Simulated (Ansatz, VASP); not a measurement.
Al2Cu: VASP beside Ansatz

```xyz
3
Lattice="4.0425 0.0000 0.0000 0.0000 4.0425 0.0000 0.0000 0.0000 2.8220" Properties=species:S:1:pos:R:3 pbc="T T T"
Al    2.0213    0.0000    1.4110
Al    0.0000    2.0213    1.4110
Cu    0.0000    0.0000    0.0000
```

Alike in both runs: functional LDA; k mesh 10 × 10 × 14; occupations gaussian, width 0.1 eV; no spin polarisation.

Ansatz relaxed the structure, and its values are those at the end. VASP's run is a single point on that final structure, the one shown.

|  | VASP | Ansatz |
| --- | --- | --- |
| version | VASP 6.6.1 | Ansatz 0.2.0 |
| potentials or method | VASP PAW LDA potentials, release 64 (Al, Cu) | scalar-relativistic, plane waves, PAW |
| plane-wave cutoff (eV) | 520 | 420 |
| valence electrons in the cell | 17 | 25 |

|  | VASP | Ansatz | Ansatz less VASP |
| --- | --- | --- | --- |
| gap on the k mesh at the Fermi level (eV) | none | none | - |
| pressure (GPa) | 0.2 | 0.0 | -0.23 |

A gap of «none» marks a metal or a gap that the smearing closes. The two sets of potentials don't hold the same shells in valence.
